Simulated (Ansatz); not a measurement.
What a change of settings does to a run on Ca

The structure is an experimental refinement, used without relaxation.

First run: DFT, PBEsol, all-electron LAPW, scalar-relativistic (Ansatz 0.2.0).

Command: `ansatz run input.yaml --threads 1 --pin off --max-ram 2048MiB --backend cpu --events-out ev --progress --plain --runs-dir out` The run took 2.4 s on 1 thread of Arm Neoverse V1, with other jobs on the host, peak memory 0.2 GiB.

```yaml
crystal:
  lattice:
    - [0.0, 2.7942, 2.7942]
    - [2.7942, 0.0, 2.7942]
    - [2.7942, 2.7942, 0.0]
  atoms:
    - { symbol: Ca, position: [0.0, 0.0, 0.0] }
kpoints:
  mp_grid: { grid: [11, 11, 11] }
  band_path:
    path:
      - [0.0, 0.0, 0.0]
      - [0.5, 0.0, 0.5]
      - [0.625, 0.25, 0.625]
      - [0.375, 0.375, 0.75]
      - [0.0, 0.0, 0.0]
      - [0.5, 0.5, 0.5]
      - [0.5, 0.25, 0.75]
      - [0.5, 0.0, 0.5]
    npoints: 5
scf:
  occupations: { method: fermi_dirac, width: 0.05 }
hamiltonian:
  xc: pbesol
  pseudopotentials: { kind: all_electron, lapw: { basis_error: 0.001 } }
output:
  forces: true
  stress: true
  eigenvalues: true
```

Result: converged; pressure -1.16 GPa; no gap on the k mesh; 5 SCF iterations.

The input is then changed:

```diff
@@ -20,5 +20,5 @@
     npoints: 5
 scf:
-  occupations: { method: fermi_dirac, width: 0.05 }
+  occupations: { method: gaussian, width: 0.01 }
 hamiltonian:
   xc: pbesol
@@ -28,3 +28,5 @@
   stress: true
   eigenvalues: true
+basis:
+  xc_grid: 1
```

**Question.** Predict the outcome of the changed run.

**Answer.** It converged; energy at zero smearing +1.3 meV/atom from the first run; pressure -1.18 GPa; no gap on the k mesh; 5 SCF iterations.

The results part of its log:

```
SCF 1 converged in 5 iterations: F = -18491.340943 eV  dr2 = 1.20e-8
NSCF: frozen V_eff on 36 k-points
SCF converged after 5 iterations
Free energy (F): -18491.340943 eV
Harris-Foulkes:  -18491.340943 eV  (|F-HF|=4.93e-9)
Internal energy: -18491.340609 eV  (E = F + TS)
E sigma→0 (E₀):  -18491.340776 eV
Entropy (-TS):   -0.000333 eV (-0.333 meV/atom)
Fermi energy:    4.943319 eV
--- Per-component energies (eV) ---
  E_band       = -175.128626
  E_kinetic    = 18631.812925
  E_xc         = -959.112644
  E_electrostatic = -36164.040890  (all electrons and nuclei)
  E_smearing   = -0.000333  (= −TS)
  E_closure    = 0.000000  (closes the sum)
  E_atoms      = -18489.244652  (free atoms, spherical and without spin; not in F)
  Σ components = -18491.340943   (vs F -18491.340943, Δ=0.00e0)
  Basis errors (estimates in eV, not in F): energy 3.0e-4 per atom: plane waves 2.9e-4 (1.5e-4 summed), levels above the bands 0.0e0, relativity 1.1e-8, radial functions 6.7e-6, core shells 5.3e-11; eigenvalues (radial functions only) 1.4e-6; not estimated: angular momenta, meshes, grids; target (lapw.basis_error) 1.0e-3; muffin-tin radii Ca 1.976 Å
--- Forces (eV/Å), atoms counted from 1 ---
  atom   1  Ca    -0.00000000     0.00000000    -0.00000000
  max |Σ_I F_I| component: 1.03e-32 eV/Å
--- Stress (GPa, compression-positive) ---
       -1.179142       0.000000      -0.000000
        0.000000      -1.179142      -0.000000
       -0.000000      -0.000000      -1.179142
  P = ⅓ Tr σ = -1.1791 GPa (-11.791 kbar)
--- Band table (eV; the first three rows and the last of 56) ---
  k-point 0: bands = ["-37.0090", "-18.0028", "-18.0028", "-18.0028", "0.9537", "7.2063", "7.2063", "7.2063", "8.2403"]
  k-point 1: bands = ["-37.0081", "-18.0127", "-18.0041", "-18.0041", "1.0910", "7.0607", "7.2571", "7.2571", "8.1977"]
  k-point 2: bands = ["-37.0056", "-18.0393", "-18.0078", "-18.0078", "1.4922", "6.6852", "7.3452", "7.3452", "8.1575"]
  k-point 55: bands = ["-36.9934", "-18.0879", "-18.0811", "-18.0466", "5.0907", "5.5343", "5.6278", "7.4972", "8.9855"]
```
